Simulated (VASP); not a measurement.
# Cs in VASP: reference runs

Aim: a first look at Cs with PBE, on the cell as given.

Program: VASP 6.6.1. These are calculated values, not measurements. Logs are shortened: lines on timing, memory, paths and dates and some standing lists are left out, and cuts for length are marked.

**1. The cell of the first run**

The cell holds a slab with vacuum, 3 atoms: a = 5.584 Å, b = 5.584 Å, c = 24.118 Å, α = 90.00°, β = 90.00°, γ = 120.00°.

The slab is cut from a database's or a generator's crystal, which needn't be the stable form of the element.

**2. Single point, PBE (the (1 1 1) slab of Cs, cut from the database cell, not relaxed)**

Contents of INCAR:

```
PREC = Accurate ; ENCUT = 520
EDIFF = 1E-7 ; ISMEAR = -1
SIGMA = 0.05 ; LREAL = F
LASPH = T ; NELM = 100
ALGO = Normal ; ISIF = 2
LWAVE = F ; LCHARG = F
LDIPOL = T ; IDIPOL = 3
DIPOL = 0.5 0.5 0.500 ; GGA = PE
NBANDS = 20
```

Contents of KPOINTS:

```
regular mesh
0
Gamma
  6 6 1
```

Contents of POSCAR:

```
Cs
1.0
    5.5837899523      0.0000000000      0.0000000000
   -2.7918949762      4.8357039481      0.0000000000
    0.0000000000      0.0000000000     24.1182908094
Cs
3
Direct
    0.6666666667      0.3333333333      0.3109673094
    0.3333333333      0.6666666667      0.5000000000
    0.0000000000      0.0000000000      0.6890326906
```

Potentials or basis: VASP PAW PBE potentials, release 64 (Cs_sv).

Run with:

```
> cat potpaw_PBE.64/Cs_sv/POTCAR > POTCAR
> mpirun -np 1 vasp_std > vasp.out
```

OUTCAR:

```text
PREC = Accurate
   ENCUT = 520
   EDIFF = 1E-7
   ISMEAR = -1
   LREAL = F
   LASPH = T
   NELM = 100
   ISIF = 2
   GGA = PE

 ion  position               nearest neighbor table
   1  0.667  0.333  0.311-
   2  0.333  0.667  0.500-
   3  0.000  0.000  0.689-

  LATTYP: Found a hexagonal cell.
 ALAT       =     5.5837899523
 C/A-ratio  =     4.3193406298

  Lattice vectors:

 A1 = (   5.5837899523,   0.0000000000,   0.0000000000)
 A2 = (  -2.7918949762,   4.8357039481,   0.0000000000)
 A3 = (   0.0000000000,   0.0000000000,  24.1182908094)

Analysis of symmetry for initial positions (statically):
=====================================================================
 Subroutine PRICEL returns:
 Original cell was already a primitive cell.

 Routine SETGRP: Setting up the symmetry group for a
 hexagonal supercell.

 Subroutine GETGRP returns: Found 12 space group operations
 (whereof  6 operations were pure point group operations)
 out of a pool of 24 trial point group operations.

The static configuration has the point symmetry C_3v.
 The point group associated with its full space group is D_3d.

Analysis of symmetry for dynamics (positions and initial velocities):
=====================================================================
 Subroutine PRICEL returns:
 Original cell was already a primitive cell.

 Routine SETGRP: Setting up the symmetry group for a
 hexagonal supercell.

 Subroutine GETGRP returns: Found 12 space group operations
 (whereof  6 operations were pure point group operations)
 out of a pool of 24 trial point group operations.

The dynamic configuration has the point symmetry C_3v.
 The point group associated with its full space group is D_3d.

 Subroutine INISYM returns: Found 12 space group operations
 (whereof  6 operations are pure point group operations),
 and found     1 'primitive' translations

----------------------------------------------------------------------------------------

                                     Primitive cell

  volume of cell :     651.2314

  direct lattice vectors                    reciprocal lattice vectors
     5.583789952  0.000000000  0.000000000     0.179089831  0.103397562  0.000000000
    -2.791894976  4.835703948  0.000000000     0.000000000  0.206795125  0.000000000
     0.000000000  0.000000000 24.118290809     0.000000000  0.000000000  0.041462308

  length of vectors
     5.583789952  5.583789952 24.118290809     0.206795125  0.206795125  0.041462308

  position of ions in fractional coordinates (direct lattice)
     0.666666667  0.333333333  0.310967309
     0.333333333  0.666666667  0.500000000
     0.000000000  0.000000000  0.689032691

  ion indices of the primitive-cell ions
   primitive index   ion index
                 1           1
                 2           2
                 3           3

----------------------------------------------------------------------------------------

 KPOINTS: regular mesh

Automatic generation of k-mesh.
 Grid dimensions read from file:
 generate k-points for:    6    6    1

 Generating k-lattice:

  Cartesian coordinates                     Fractional coordinates (reciprocal lattice)
     0.029848305  0.017232927  0.000000000     0.166666667  0.000000000  0.000000000
     0.000000000  0.034465854  0.000000000     0.000000000  0.166666667  0.000000000
     0.000000000  0.000000000  0.041462308     0.000000000  0.000000000  1.000000000

  Length of vectors
     0.034465854  0.034465854  0.041462308

  Shift w.r.t. Gamma in fractional coordinates (k-lattice)
     0.000000000  0.000000000  0.000000000

 Subroutine IBZKPT returns following result:
 ===========================================

 Found      7 irreducible k-points:

 Following reciprocal coordinates:
            Coordinates               Weight
  0.000000  0.000000  0.000000      1.000000
  0.166667 -0.000000  0.000000      6.000000
  0.333333 -0.000000  0.000000      6.000000
  0.500000 -0.000000  0.000000      3.000000
  0.166667  0.166667  0.000000      6.000000
  0.333333  0.166667  0.000000     12.000000
  0.333333  0.333333  0.000000      2.000000
   k-points           NKPTS =      7   k-points in BZ     NKDIM =      7   number of bands    NBANDS=     20
   number of dos      NEDOS =    301   number of ions     NIONS =      3
   total plane-waves  NPLWV = 317520
   dimension x,y,z NGX =    42 NGY =   42 NGZ =  180
   dimension x,y,z NGXF=    84 NGYF=   84 NGZF=  360
   ions per type =               3
   NGX,Y,Z   is equivalent  to a cutoff of  12.50, 12.50, 12.41 a.u.
   NGXF,Y,Z  is equivalent  to a cutoff of  25.01, 25.01, 24.81 a.u.
 SYSTEM =  unknown system
   PREC   = accura    normal or accurate (medium, high low for compatibility)
   ISTART =      0    job   : 0-new  1-cont  2-samecut
   ICHARG =      2    charge: 1-file 2-atom 10-const
   ISPIN  =      1    spin polarized calculation?
   LNONCOLLINEAR =      F non collinear calculations
   LSORBIT =      F    spin-orbit coupling
   LASPH  =      T    aspherical Exc in radial PAW
   ENCUT  =  520.0 eV  38.22 Ry    6.18 a.u.  10.38 10.38 44.84*2*pi/ulx,y,z
   NELM   =    100;   NELMIN=  2; NELMDL= -5     # of ELM steps
   EDIFF  = 0.1E-06   stopping-criterion for ELM
   LREAL  =      F    real-space projection
   EDIFFG = 0.1E-05   stopping-criterion for IOM
   NSW    =      0    number of steps for IOM
   IBRION =     -1    ionic relax: 0-MD 1-quasi-New 2-CG
   NFREE  =      0    steps in history (QN), initial steepest desc. (CG)
   ISIF   =      2    stress and relaxation
   ISYM   =      2    0-nonsym 1-usesym 2-fastsym
   POTIM  = 0.5000    time-step for ionic-motion
   TEBEG  =    0.0;   TEEND  =   0.0 temperature during run
   PSTRESS=    0.0 pullay stress
   NELECT =      27.0000    total number of electrons
   NUPDOWN=      -1.0000    fix difference up-down
   EMIN   =  10.00;   EMAX   =-10.00  energy-range for DOS
   EFERMI =   0.00;   METHOD = LEGACY
   ISMEAR =    -1;   SIGMA  =   0.05  broadening in eV -4-tet -1-fermi 0-gaus
   EFERMI_NEDOS =   21; number of points for ismear=-14 and -15
   IALGO  =     38    algorithm
   IMIX   =      4    mixing-type and parameters
     AMIX     =   0.40;   BMIX     =  1.00
     AMIX_MAG =   1.60;   BMIX_MAG =  1.00
  volume/ion in A,a.u.               =     217.08      1464.91
  Fermi-wavevector in a.u.,A,eV,Ry     =   0.566610  1.070738  4.368110  0.321047
  Thomas-Fermi vector in A             =   1.605078
   LORBIT       =      0    0 simple, 1 ext, 2 COOP (PROOUT), +10 PAW based schemes
   GGA     = PE    functional components
   LHFCALC =     F    Hartree Fock is set to
   AEXX    =    0.0000 exact exchange contribution
   IVDW    =     0    specifies the selected vdW correction
   LEPSILON=     F    determine dielectric tensor
   LRPA    =     F    only Hartree local field effects (RPA)
 non-spin polarized calculation
  energy-cutoff  :      520.00
  volume of cell :      651.23
 maximum number of plane-waves:     17615
 NGX is ok and might be reduce to    42
   NGX = 21   NGY = 21   NGZ = 89

 dipolmoment           0.000000      0.000000     -0.000000 electrons x Angstroem

 number of electron      27.0000008 magnetization

 dipolmoment           0.000000      0.000000      0.000000 electrons x Angstroem

 Free energy of the ion-electron system (eV)
  ---------------------------------------------------
  ext. energy  EPLUGINS =         0.00000000
  ---------------------------------------------------
  free energy    TOTEN  =        -2.36384131 eV

  energy without entropy =       -2.33541306  energy(sigma->0) =       -2.34962719

 E-fermi :  -0.6801     XC(G=0):  -3.4481

 val. band max:       -0.7261755274   @ k =   0.3333   0.1667   0.0000
 cond. band min:      -0.5866047828   @ k =   0.5000  -0.0000   0.0000
 fundamental gap:      0.1395707446
 Fermi energy:        -0.6800811961

 k-point     1 :       0.0000    0.0000    0.0000
  band No.  band energies     occupation
      1     -24.7266      2.00000
      2     -24.7266      2.00000
      3     -24.5336      2.00000
      4     -11.5586      2.00000
      5     -11.5528      2.00000
      6     -11.4760      2.00000
[... 12 lines left out ...]
     19       1.2240      0.00000
     20       1.6135      0.00000

 k-point     2 :       0.1667   -0.0000    0.0000
  band No.  band energies     occupation
      1     -24.7259      2.00000
      2     -24.7259      2.00000
      3     -24.5328      2.00000
      4     -11.5547      2.00000
      5     -11.5505      2.00000
      6     -11.4969      2.00000
[... 12 lines left out ...]
     19       1.1460      0.00000
     20       1.2074      0.00000

 k-point     3 :       0.3333   -0.0000    0.0000
  band No.  band energies     occupation
      1     -24.7245      2.00000
      2     -24.7245      2.00000
      3     -24.5314      2.00000
      4     -11.5474      2.00000
      5     -11.5456      2.00000
      6     -11.5378      2.00000
[... 12 lines left out ...]
     19       0.6307      0.00000
     20       0.8268      0.00000

 k-point     4 :       0.5000   -0.0000    0.0000
  band No.  band energies     occupation
      1     -24.7237      2.00000
      2     -24.7237      2.00000
      3     -24.5307      2.00000
      4     -11.5581      2.00000
      5     -11.5563      2.00000
      6     -11.5448      2.00000
[... 12 lines left out ...]
     19       0.4431      0.00000
     20       0.7969      0.00000

 k-point     5 :       0.1667    0.1667    0.0000
  band No.  band energies     occupation
      1     -24.7248      2.00000
      2     -24.7248      2.00000
      3     -24.5318      2.00000
      4     -11.5488      2.00000
      5     -11.5471      2.00000
      6     -11.5239      2.00000
[... 12 lines left out ...]
     19       0.7913      0.00000
     20       0.8288      0.00000

 k-point     6 :       0.3333    0.1667    0.0000
  band No.  band energies     occupation
      1     -24.7238      2.00000
      2     -24.7237      2.00000
      3     -24.5307      2.00000
      4     -11.5478      2.00000
      5     -11.5461      2.00000
      6     -11.5440      2.00000
[... 12 lines left out ...]
     19       0.4932      0.00000
     20       0.7465      0.00000

 k-point     7 :       0.3333    0.3333    0.0000
  band No.  band energies     occupation
      1     -24.7234      2.00000
      2     -24.7234      2.00000
      3     -24.5303      2.00000
      4     -11.5417      2.00000
      5     -11.5417      2.00000
      6     -11.5344      2.00000
[... 12 lines left out ...]
     19       0.6750      0.00000
     20       0.6759      0.00000

------------------------ aborting loop because EDIFF is reached ----------------------------------------

 vacuum level on the upper side and lower side of the slab       (xc-potential included)        -0.507        -0.507

  FORCE on cell =-STRESS in cart. coord.  units (eV):
  Direction    XX          YY          ZZ          XY          YZ          ZX
  --------------------------------------------------------------------------------------
  -------------------------------------------------------------------------------------
  Total       -0.2948813     -0.2948813     -0.2109566      0.0000000      0.0000000     -0.0000000
  in kB       -0.7254751     -0.7254751     -0.5190013      0.0000000      0.0000000     -0.0000000
  external PRESSURE =      -0.6566505 kB  Pullay stress =       0.0000000 kB

 VOLUME and BASIS-vectors are now :
 -----------------------------------------------------------------------------
  energy-cutoff  :      520.00
  volume of cell :      651.23
      direct lattice vectors                 reciprocal lattice vectors
     5.583789952  0.000000000  0.000000000     0.179089831  0.103397562  0.000000000
    -2.791894976  4.835703948  0.000000000     0.000000000  0.206795125  0.000000000
     0.000000000  0.000000000 24.118290809     0.000000000  0.000000000  0.041462308

 POSITION                                       TOTAL-FORCE (eV/Angst)
 -----------------------------------------------------------------------------------
      2.79189      1.61190      7.50000        -0.000000      0.000000      0.021231
     -0.00000      3.22380     12.05915         0.000000      0.000000      0.000000
      0.00000      0.00000     16.61829         0.000000     -0.000000     -0.021231
 -----------------------------------------------------------------------------------
    total drift:                               -0.000000      0.000000     -0.000000

  FREE ENERGIE OF THE ION-ELECTRON SYSTEM (eV)
  ---------------------------------------------------
  free  energy   TOTEN  =        -2.3638413134 eV

  energy  without entropy=       -2.3354130647  energy(sigma->0) =       -2.34962719

 vacuum level on the upper side and lower side of the slab         0.917         0.917
```

It took 2 min on 1 thread of Intel Xeon 6975P-C (Granite Rapids), shared host; peak memory 0.64 GiB.

What came out:

* Free energy: -2.3638 eV
* Largest force: 0.021 eV/Å
* Band gap on the k mesh: none (metal or under the smearing width)

Forces in eV/Å, atoms in the order of the input:
```
Cs   0.000  0.000  0.021
Cs   0.000  0.000  0.000
Cs   0.000  0.000 -0.021
```

The run has no spin-orbit coupling, so splittings on Cs are missing.
